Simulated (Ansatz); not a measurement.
Cs: one input, then a changed one

The cell was built from the hcp type and relaxed in the same program; it needn't be a known or the stable phase. The listed cell was then made from it by scaling, straining or moving an atom.

First run: DFT, PBE, PAW with Ansatz's default frozen-core files, scalar-relativistic (Ansatz 0.2.0).

Command: `ansatz run input.yaml --threads 1 --pin off --max-ram 2048MiB --backend cpu --events-out ev --progress --plain --runs-dir out` The run took about 12 s on 1 thread of a shared machine.

```yaml
crystal:
  lattice:
    - [5.5403548584, 0.0, 0.0]
    - [-2.7701774292, 4.7980880534, 0.0]
    - [0.0, 0.0, 8.9670054016]
  atoms:
    - { symbol: Cs, position: [0.3333333333, 0.6666666667, 0.25] }
    - { symbol: Cs, position: [0.6666666667, 0.3333333333, 0.75] }
kpoints:
  mp_grid: { grid: [12, 12, 6] }
scf:
  occupations: { method: fermi_dirac, width: 0.05 }
hamiltonian:
  xc: pbe
  pseudopotentials: { kind: paw }
output:
  forces: true
  stress: true
  eigenvalues: true
  efg: { contact_densities: true }
  write_density: true
  write_potential: true
  elf: true
  volumetric_format: npy
```

Result: converged; pressure -0.03 GPa; no gap on the k mesh; 6 SCF iterations.

No spin–orbit coupling, which matters for the heavy atoms here.

The input is then changed:

```diff
@@ -12,5 +12,5 @@
   occupations: { method: fermi_dirac, width: 0.05 }
 hamiltonian:
-  xc: pbe
+  xc: rpbe
   pseudopotentials: { kind: paw }
 output:
@@ -19,7 +19,7 @@
   eigenvalues: true
   efg: { contact_densities: true }
-  write_density: true
-  write_potential: true
-  elf: true
-  volumetric_format: npy
+basis:
+  ecutwfc: "33.1 Ry"
+magnetization:
+  spin_polarized: true
```

Q: What does the second run give?

A: It converged; pressure 0.20 GPa; moment 0.00 μB; 11 SCF iterations.
